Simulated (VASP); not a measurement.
# ZnS (Wurtzite-2H) (P6_3mc) in VASP: a series of runs

One crystal, ZnS (Wurtzite-2H), is run at these levels: PBE, HSE06; tasks: single point.

Everything below comes from runs of VASP 6.6.1. Logs are shortened: lines on timing, memory, paths and dates and some standing lists are left out, and cuts for length are marked.

### 1 The crystal as given

Symmetry: P6_3mc, No. 186, hexagonal system. The conventional cell has a = 3.811 Å, b = 3.811 Å, c = 6.234 Å, α = 90.00°, β = 90.00°, γ = 120.00°. Around Zn (site symmetry 3m) lie 4 S at 2.31 to 2.40 Å. S (site symmetry 3m) has 4 Zn at 2.31 to 2.40 Å as nearest neighbours.

### 2 Single point, PBE (grid = ENCUT=400 dk=1.6 cell=2x2x2 ISMEAR=0 SIGMA=0.05 LREAL=Auto EDIFF=1e-06)

The input, INCAR:

```
SYSTEM = ZnS
ALGO = Fast
EDIFF = 1E-6
ENCUT = 400
GGA = PE
ISIF = 2
ISMEAR = 0
LASPH = .TRUE.
LCHARG = .FALSE.
LREAL = Auto
LWAVE = .FALSE.
NBANDS = 154
NELM = 120
PREC = Accurate
SIGMA = 0.05
```

The input, KPOINTS:

```
k-points
0
G
  1 1 1
  0 0 0
```

The input, POSCAR:

```
ZnS
1.0
    7.6220000000      0.0000000000      0.0000000000
   -3.8110000000      6.6008456276      0.0000000000
    0.0000000000      0.0000000000     12.4680000000
Zn S
16 16
Direct
    0.3333333334      0.1666666666      0.2500000000
    0.3333333334      0.1666666666      0.7500000000
    0.3333333334      0.6666666666      0.2500000000
    0.3333333334      0.6666666666      0.7500000000
    0.8333333333      0.1666666666      0.2500000000
    0.8333333333      0.1666666666      0.7500000000
    0.8333333333      0.6666666666      0.2500000000
    0.8333333333      0.6666666666      0.7500000000
    0.1666666666      0.3333333334      0.0000000000
    0.1666666666      0.3333333334      0.5000000000
    0.1666666666      0.8333333333      0.0000000000
    0.1666666666      0.8333333333      0.5000000000
    0.6666666666      0.3333333334      0.0000000000
    0.6666666666      0.3333333334      0.5000000000
    0.6666666666      0.8333333333      0.0000000000
    0.6666666666      0.8333333333      0.5000000000
    0.3333333334      0.1666666666      0.4425000000
    0.3333333334      0.1666666666      0.9425000000
    0.3333333334      0.6666666666      0.4425000000
    0.3333333334      0.6666666666      0.9425000000
    0.8333333333      0.1666666666      0.4425000000
    0.8333333333      0.1666666666      0.9425000000
    0.8333333333      0.6666666666      0.4425000000
    0.8333333333      0.6666666666      0.9425000000
    0.1666666666      0.3333333334      0.1925000000
    0.1666666666      0.3333333334      0.6925000000
    0.1666666666      0.8333333333      0.1925000000
    0.1666666666      0.8333333333      0.6925000000
    0.6666666666      0.3333333334      0.1925000000
    0.6666666666      0.3333333334      0.6925000000
    0.6666666666      0.8333333333      0.1925000000
    0.6666666666      0.8333333333      0.6925000000
```

Potentials or basis: VASP PAW PBE potentials, release 64 (Zn, S).

On the command line:

```console
$ cat potpaw_PBE.64/Zn/POTCAR potpaw_PBE.64/S/POTCAR > POTCAR
$ mpirun -np 1 vasp_std > vasp.out
```

OUTCAR:

```text
SYSTEM = ZnS
   EDIFF = 1E-6
   ENCUT = 400
   GGA = PE
   ISIF = 2
   ISMEAR = 0
   LASPH = .TRUE.
   LREAL = Auto
   NELM = 120
   PREC = Accurate

 Found      1 irreducible k-points:

 Following reciprocal coordinates:
            Coordinates               Weight
  0.000000  0.000000  0.000000      1.000000
   k-points           NKPTS =      1   k-points in BZ     NKDIM =      1   number of bands    NBANDS=    154
   number of dos      NEDOS =    301   number of ions     NIONS =     32
   total plane-waves  NPLWV = 210000
   dimension x,y,z NGX =    50 NGY =   50 NGZ =   84
   dimension x,y,z NGXF=   100 NGYF=  100 NGZF=  168
   ions per type =              16  16
   NGX,Y,Z   is equivalent  to a cutoff of  10.91, 10.91, 11.20 a.u.
   NGXF,Y,Z  is equivalent  to a cutoff of  21.81, 21.81, 22.40 a.u.
 SYSTEM =  ZnS
   PREC   = accura    normal or accurate (medium, high low for compatibility)
   ISTART =      0    job   : 0-new  1-cont  2-samecut
   ICHARG =      2    charge: 1-file 2-atom 10-const
   ISPIN  =      1    spin polarized calculation?
   LNONCOLLINEAR =      F non collinear calculations
   LSORBIT =      F    spin-orbit coupling
   LASPH  =      T    aspherical Exc in radial PAW
   ENCUT  =  400.0 eV  29.40 Ry    5.42 a.u.  12.43 12.43 20.33*2*pi/ulx,y,z
   NELM   =    120;   NELMIN=  2; NELMDL= -5     # of ELM steps
   EDIFF  = 0.1E-05   stopping-criterion for ELM
   LREAL  =      T    real-space projection
   EDIFFG = 0.1E-04   stopping-criterion for IOM
   NSW    =      0    number of steps for IOM
   IBRION =     -1    ionic relax: 0-MD 1-quasi-New 2-CG
   NFREE  =      0    steps in history (QN), initial steepest desc. (CG)
   ISIF   =      2    stress and relaxation
   ISYM   =      2    0-nonsym 1-usesym 2-fastsym
   POTIM  = 0.5000    time-step for ionic-motion
   TEBEG  =    0.0;   TEEND  =   0.0 temperature during run
   PSTRESS=    0.0 pullay stress
   NELECT =     288.0000    total number of electrons
   NUPDOWN=      -1.0000    fix difference up-down
   EMIN   =  10.00;   EMAX   =-10.00  energy-range for DOS
   EFERMI =   0.00;   METHOD = LEGACY
   ISMEAR =     0;   SIGMA  =   0.05  broadening in eV -4-tet -1-fermi 0-gaus
   EFERMI_NEDOS =   21; number of points for ismear=-14 and -15
   IALGO  =     68    algorithm
   IMIX   =      4    mixing-type and parameters
     AMIX     =   0.40;   BMIX     =  1.00
     AMIX_MAG =   1.60;   BMIX_MAG =  1.00
  volume/ion in A,a.u.               =      19.60       132.29
  Fermi-wavevector in a.u.,A,eV,Ry     =   1.262943  2.386617 21.701647  1.595026
  Thomas-Fermi vector in A             =   2.396326
   LORBIT       =      0    0 simple, 1 ext, 2 COOP (PROOUT), +10 PAW based schemes
   GGA     = PE    functional components
   LHFCALC =     F    Hartree Fock is set to
   AEXX    =    0.0000 exact exchange contribution
   IVDW    =     0    specifies the selected vdW correction
   LEPSILON=     F    determine dielectric tensor
   LRPA    =     F    only Hartree local field effects (RPA)
 non-spin polarized calculation
 RMM-DIIS sequential band-by-band and
 Gauss-broadening in eV      SIGMA  =   0.05
  energy-cutoff  :      400.00
  volume of cell :      627.29
 maximum number of plane-waves:     11429
 NGX is ok and might be reduce to    50

 number of electron     287.9999510 magnetization

 Free energy of the ion-electron system (eV)
  ---------------------------------------------------
  ext. energy  EPLUGINS =         0.00000000
  ---------------------------------------------------
  free energy    TOTEN  =       -98.94879242 eV

  energy without entropy =      -98.94879242  energy(sigma->0) =      -98.94879242

 E-fermi :   2.5910     XC(G=0):  -9.5832

 val. band max:        2.3217732491   @ k =   0.0000   0.0000   0.0000
 cond. band min:       4.5214607540   @ k =   0.0000   0.0000   0.0000
 fundamental gap:      2.1996875049
 Fermi energy:         2.5910325399

 k-point     1 :       0.0000    0.0000    0.0000
  band No.  band energies     occupation
      1     -10.8575      2.00000
      2     -10.4265      2.00000
      3     -10.4265      2.00000
      4      -9.9146      2.00000
      5      -9.9018      2.00000
      6      -9.9018      2.00000
[... 146 lines left out ...]
    153       5.8572      0.00000
    154       5.8578      0.00000

------------------------ aborting loop because EDIFF is reached ----------------------------------------

  FORCE on cell =-STRESS in cart. coord.  units (eV):
  Direction    XX          YY          ZZ          XY          YZ          ZX
  --------------------------------------------------------------------------------------
  -------------------------------------------------------------------------------------
  Total       32.0529215     32.0529215     -2.8717555      0.0000000      0.0000000      0.0000000
  in kB       81.8677562     81.8677562     -7.3348751      0.0000000      0.0000000      0.0000000
  external PRESSURE =      52.1335458 kB  Pullay stress =       0.0000000 kB

 VOLUME and BASIS-vectors are now :
 -----------------------------------------------------------------------------
  energy-cutoff  :      400.00
  volume of cell :      627.29
      direct lattice vectors                 reciprocal lattice vectors
     7.622000000  0.000000000  0.000000000     0.131199160  0.075747871  0.000000000
    -3.811000000  6.600845628  0.000000000     0.000000000  0.151495741  0.000000000
     0.000000000  0.000000000 12.468000000     0.000000000  0.000000000  0.080205326

 POSITION                                       TOTAL-FORCE (eV/Angst)
 -----------------------------------------------------------------------------------
      1.90550      1.10014      3.11700         0.000000      0.000000      0.567996
      1.90550      1.10014      9.35100        -0.000000     -0.000000      0.567996
      0.00000      4.40056      3.11700        -0.000000     -0.000000      0.567996
      0.00000      4.40056      9.35100        -0.000000     -0.000000      0.567996
      5.71650      1.10014      3.11700        -0.000000      0.000000      0.567996
      5.71650      1.10014      9.35100        -0.000000     -0.000000      0.567996
[... 24 lines left out ...]
      1.90550      5.50070      2.40009        -0.000000      0.000000     -0.567996
      1.90550      5.50070      8.63409        -0.000000      0.000000     -0.567996
 -----------------------------------------------------------------------------------
    total drift:                               -0.000007     -0.000010     -0.006156

  FREE ENERGIE OF THE ION-ELECTRON SYSTEM (eV)
  ---------------------------------------------------
  free  energy   TOTEN  =       -98.9487924221 eV

  energy  without entropy=      -98.9487924221  energy(sigma->0) =      -98.94879242
```

stdout:

```text
POSCAR found type information on POSCAR ZnS
 POSCAR found :  2 types and      32 ions
 scaLAPACK will be used
 LDA part: xc-table for (Slater+PW92), standard interpolation
 POSCAR, INCAR and KPOINTS ok, starting setup
 FFT: planning ... GRIDC
 FFT: planning ... GRID_SOFT
 FFT: planning ... GRID
 WAVECAR not read
 entering main loop
```

Run time: 3.2 min. Hardware: 1 thread of AMD EPYC 7R13 (Zen 3), shared host; peak memory 0.43 GiB.

These settings aren't checked as converged: the numbers below hold their error.

What came out:

```yaml
Free_energy: -98.9488 eV
Pressure: 5.2 GPa
Largest_force: 0.568 eV/Å
Band_gap_on_the_k_mesh: 2.20 eV
```

Caveat: the k mesh is coarse (spacing up to 0.95 Å⁻¹), so the values aren't converged; an odd mesh through Γ misses points on the zone boundary, where band edges often lie.

### 3 Single point, PBE (grid = ENCUT=400 dk=0.6 cell=2x2x2 ISMEAR=0 SIGMA=0.05 LREAL=Auto EDIFF=1e-06)

INCAR is that of step 2.

The input, KPOINTS:

```
k-points
0
G
  2 2 1
  0 0 0
```

POSCAR is that of step 2.

Potentials or basis: VASP PAW PBE potentials, release 64 (Zn, S).

On the command line:

```console
$ cat potpaw_PBE.64/Zn/POTCAR potpaw_PBE.64/S/POTCAR > POTCAR
$ mpirun -np 1 vasp_std > vasp.out
```

Run time: 5.5 min. Hardware: 1 thread of AMD EPYC 7R13 (Zen 3), shared host; peak memory 0.46 GiB.

The run converged, but some of its settings lie outside the range that counts as converged, so its numbers aren't taken as properties of the crystal.

What came out:

```
Free energy            : -108.8297 eV
Pressure               : 2.4 GPa
Largest force          : 0.337 eV/Å
Band gap on the k mesh : 2.25 eV
```

Caveat: the k mesh is coarse (spacing up to 0.50 Å⁻¹), so the values aren't converged.

### 4 Single point, HSE06

This run uses another cell than the first one: it holds 4 atoms, not 32.

The input, POSCAR:

```
ZnS
1.0
    3.8110000000      0.0000000000      0.0000000000
   -1.9055000000      3.3004228138      0.0000000000
    0.0000000000      0.0000000000      6.2340000000
Zn S
2 2
Direct
    0.6666666667      0.3333333333      0.5000000000
    0.3333333333      0.6666666667      0.0000000000
    0.6666666667      0.3333333333      0.8850000000
    0.3333333333      0.6666666667      0.3850000000
```

The input, INCAR.step1:

```
PREC = Accurate
ENCUT = 250
EDIFF = 1E-5
ISMEAR = 0
SIGMA = 0.01
LREAL = F
LASPH = T
NELM = 100
ALGO = Normal
ISIF = 2
LWAVE = T
LCHARG = F
NBANDS = 26
NKRED = 1
GGA = PE
```

The input, INCAR.step2:

```
PREC = Accurate
ENCUT = 250
EDIFF = 1E-6
ISMEAR = 0
SIGMA = 0.01
LREAL = F
LASPH = T
NELM = 100
ALGO = Normal
ISIF = 2
LWAVE = F
LCHARG = F
GGA = PE
LHFCALC = T
HFSCREEN = 0.2
PRECFOCK = Fast
NBANDS = 26
NKRED = 1
ISTART = 1
```

The input, KPOINTS:

```
regular mesh
0
Gamma
  4 4 3
```

On the command line:

```console
$ cat potpaw_PBE.64/Zn/POTCAR potpaw_PBE.64/S/POTCAR > POTCAR
$ cp INCAR.step1 INCAR
$ mpirun -np 1 vasp_std > vasp.out
$ cp INCAR.step2 INCAR
$ mpirun -np 1 vasp_std > vasp.out
```

Wall time 3.3 min (1 thread of Intel Xeon Platinum 8488C (Sapphire Rapids), shared host); peak memory 0.23 GiB.

The run converged, but a check on its numbers failed (symmetry, net force, bounds or a known fault of this set-up), so they aren't taken as properties of the crystal.

Caveat: the k mesh is coarse (spacing up to 0.48 Å⁻¹), so the values aren't converged, least of all with exact exchange; the cutoff lies under the usual one of these potentials, so the numbers hold a large basis-set error; the PAW data sets were made with another functional, which shifts forces and pressure a little.

### 5 Single point, HSE06

This run uses another cell than the first one: it holds 4 atoms, not 32.

POSCAR is that of step 4.

INCAR.step1: that of step 4 with these lines changed.

```diff
@@ -1,3 +1,3 @@
 PREC = Accurate
-ENCUT = 250
+ENCUT = 350
 EDIFF = 1E-5
```

INCAR.step2: that of step 4 with these lines changed.

```diff
@@ -1,3 +1,3 @@
 PREC = Accurate
-ENCUT = 250
+ENCUT = 350
 EDIFF = 1E-6
```

The input, KPOINTS:

```
regular mesh
0
Gamma
  4 4 2
```

On the command line:

```console
$ cat potpaw_PBE.64/Zn/POTCAR potpaw_PBE.64/S/POTCAR > POTCAR
$ cp INCAR.step1 INCAR
$ mpirun -np 1 vasp_std > vasp.out
$ cp INCAR.step2 INCAR
$ mpirun -np 1 vasp_std > vasp.out
```

Wall time 3.6 min (1 thread of Intel Xeon Platinum 8488C (Sapphire Rapids), shared host); peak memory 0.25 GiB.

These settings aren't checked as converged: the numbers below hold their error.

Results:

```
Free energy            : -16.7072 eV
Pressure               : 1.5 GPa
Largest force          : 0.337 eV/Å
Band gap on the k mesh : 3.48 eV, direct
```

Caveat: the k mesh is coarse (spacing up to 0.50 Å⁻¹), so the values aren't converged, least of all with exact exchange; the PAW data sets were made with another functional, which shifts forces and pressure a little.

### 6 The reference run

An earlier run on the cell as given: functional PBEsol; potentials or basis VASP PAW PBE potentials, release 64 (Zn, S); cutoff 520 eV; k mesh 8 × 8 × 5; occupations fermi-dirac, width 0.05 eV; no spin polarisation.

* Pressure: -1.1 GPa
* Largest force: 0.309 eV/Å
* Band gap on the k mesh: 2.12 eV, direct
